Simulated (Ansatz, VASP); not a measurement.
## One calculation of Ir, two programs

Contents of INCAR:

```
ALGO = Normal
EDIFF = 1E-7
ENCUT = 520
GGA = PE
ISIF = 2
ISMEAR = -1
LASPH = True
LCHARG = False
LREAL = False
LWAVE = False
NBANDS = 10
NELM = 100
PREC = Accurate
SIGMA = 0.05
```

Contents of KPOINTS:

```
k-points
0
Gamma
  15 15 15
```

The input POSCAR:

```
Ir
1.0
    0.0000000000      1.9197000000      1.9580940000
    1.9197000000      0.0000000000      1.9580940000
    1.9197000000      1.9197000000      0.0000000000
Ir
1
Direct
    0.0000000000      0.0000000000      0.0000000000
```

Input for Ansatz:

```yaml
crystal:
  lattice:
    - [0.0, 1.9197, 1.958094]
    - [1.9197, 0.0, 1.958094]
    - [1.9197, 1.9197, 0.0]
  atoms:
    - { symbol: Ir, position: [0.0, 0.0, 0.0] }
kpoints:
  mp_grid: { grid: [15, 15, 15] }
  band_path:
    path:
      - [0.0, 0.0, 0.0]
      - [0.0, 0.5, 0.5]
      - [0.25, 0.75, 0.5]
      - [0.0, 0.5, 0.0]
      - [0.0, 0.0, 0.0]
      - [0.5, 0.5, 0.0]
      - [0.3701460977, 0.6298539023, 0.0]
      - [-0.3701460977, 0.3701460977, 0.0]
      - [0.0, 0.0, 0.0]
    npoints: 5
scf:
  occupations: { method: fermi_dirac, width: 0.05 }
hamiltonian:
  xc: pbe
  pseudopotentials: { kind: all_electron, lapw: { basis_error: 0.0005 } }
output:
  forces: true
  stress: true
  eigenvalues: true
```

Change from the starting cell: zz strain of +2 %.

Alike in both runs: task single point; functional PBE; k mesh 15 × 15 × 15; occupations fermi-dirac, width 0.05 eV; no spin polarisation.

|  | VASP | Ansatz |
| --- | --- | --- |
| version | VASP 6.6.1 | Ansatz 0.2.0 |
| potentials or method | VASP PAW PBE potentials, release 64 (Ir) | all-electron LAPW, scalar-relativistic |
| plane-wave cutoff (eV) | 520 | see its input |

|  | VASP | Ansatz | Ansatz less VASP |
| --- | --- | --- | --- |
| pressure (GPa) | 2.1 | 1.5 | -0.58 |
| largest component of the traceless stress (GPa) | 4.95 | 4.97 | +0.021 |

Ansatz ran all-electron here, so the differences hold the error of VASP's frozen core and of both bases.

Spin-orbit coupling is left out, which matters for the levels of Ir.
